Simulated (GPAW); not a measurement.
As:

```
As
1.0
     2.70368    0.00000    0.00000
     0.00000    2.70368    0.00000
     0.00000    0.00000    2.70368
As
1
Direct
  0.50000 0.50000 0.50000
```

This isn't the form of As at room conditions, which is rhombohedral.

| Quantity | Value |
| --- | --- |
| Program | GPAW 26.7.0 |
| Task | relaxation of cell and atoms |
| Functional | RPBE |
| Potentials or basis | the program's PAW data sets (release 1.2.1) made for this functional |
| Cutoff | 600 eV |
| Basis | pw |
| k mesh | 10 × 10 × 10 |
| Occupations | fermi-dirac, width 0.05 eV |
| Spin | no spin polarisation |

At the start: pressure 3.9 GPa; volume 19.76 Å³/atom.

Q: Where does the relaxation end?

A: Over 3 steps the energy falls by 11.0 meV/atom and the volume is 20.67 Å³/atom (+4.6 %); space group Pm-3m (No. 221, to 0.05 Å).

Step by step:
```tsv
step	energy change (eV)	largest force (eV/Å)	pressure (GPa)	volume (Å³)
1	0.0000	0.0000	3.88	19.76
2	-0.0076	0.0000	2.06	20.17
3	-0.0110	0.0000	0.10	20.67
```

Final structure:
```
As
1.0
     2.74436    0.00000    0.00000
     0.00000    2.74436    0.00000
     0.00000    0.00000    2.74436
As
1
Direct
  0.50000 0.50000 0.50000
```

Caveat: later steps reuse the first step's grids.
